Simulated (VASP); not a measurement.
SnTe, 2 atoms in the cell. It takes space group Fm-3m (No. 225, cubic). The conventional cell has a = 6.302 Å, b = 6.302 Å, c = 6.302 Å, α = 90.00°, β = 90.00°, γ = 90.00°. Te (site symmetry m-3m) has 6 Sn at 3.15 Å as nearest neighbours. Sn (site symmetry m-3m) has 6 Te at 3.15 Å as nearest neighbours. 

* Program: VASP 6.6.1
* Task: optical spectrum
* Functional: PBE
* Potentials or basis: VASP PAW PBE potentials, release 64 (Te, Sn_d)
* Cutoff: 520 eV
* k mesh: 7 × 7 × 7
* Occupations: gaussian, width 0.02 eV
* Spin: no spin polarisation
* Further INCAR settings: ALGO = Normal; EDIFF = 1e-06; NBANDS = 34

Potentials or basis: VASP PAW PBE potentials, release 64 (Te, Sn_d).

The run is started by

```bash
$ cat potpaw_PBE.64/Te/POTCAR potpaw_PBE.64/Sn_d/POTCAR > POTCAR
$ mpirun -np 1 vasp_std > vasp.out
```

Hardware: 1 thread of Intel(R) Xeon(R) 6975P-C (Granite Rapids), on a shared host.

Question: Estimate the wall time of this run.

Answer: It took 18 s on 1 thread of Intel(R) Xeon(R) 6975P-C (Granite Rapids) (shared host), peak memory 0.23 GiB. Counts: scf iterations 12, k points 20.
